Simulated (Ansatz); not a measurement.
Runs of Ansatz 0.2.0 on SnO2. Symmetry: R-3m, No. 166, trigonal system. The conventional cell has a = 3.234 Å, b = 3.234 Å, c = 14.402 Å, α = 90.00°, β = 90.00°, γ = 120.00°. Around Sn (site symmetry -3m) lie 6 O at 2.13 Å. Around O (site symmetry 3m) lie 3 Sn at 2.13 Å. Measurements of this composition are mostly on another form, of space group No. 136.

```csv
task,level,spin,cell,k mesh,cutoff (eV),points for each segment of the path,gap on the mesh (eV),pressure (GPa),largest force (eV/Å)
band structure,revPBE,off,as given,10 × 10 × 10,420,14,(a),1.8,0.01
relaxation of cell and atoms,revPBE,off,relaxed,10 × 10 × 10,420,-,2.42,0.0,-
band structure,BLYP,off,as given,10 × 10 × 10,420,14,1.91,(b),0.03
band structure,r2SCAN,"SOC, no magnetisation",as given,7 × 7 × 7,500,14,2.45,(c),0.63
```

Alike in all rows: potentials or basis Ansatz PAW; smearing fermi-dirac 0.05 eV.

Q: Estimate the missing entries.

A: (a) 2.04; (b) 3.7; (c) -7.2.

Caveats: the PAW data sets come from PBE, with cores solved anew for the run's functional, which leaves a small shift of forces and pressure; spin-orbit coupling is left out, which moves the levels of the heavy elements (some runs); the plane-wave basis is chosen anew once the cell has moved, so the energies of steps on either side of that aren't comparable (some runs).

A k mesh can miss the band edges, and rows without SOC leave out spin-orbit coupling on Sn.

Runs at the PBE level aren't shown here.
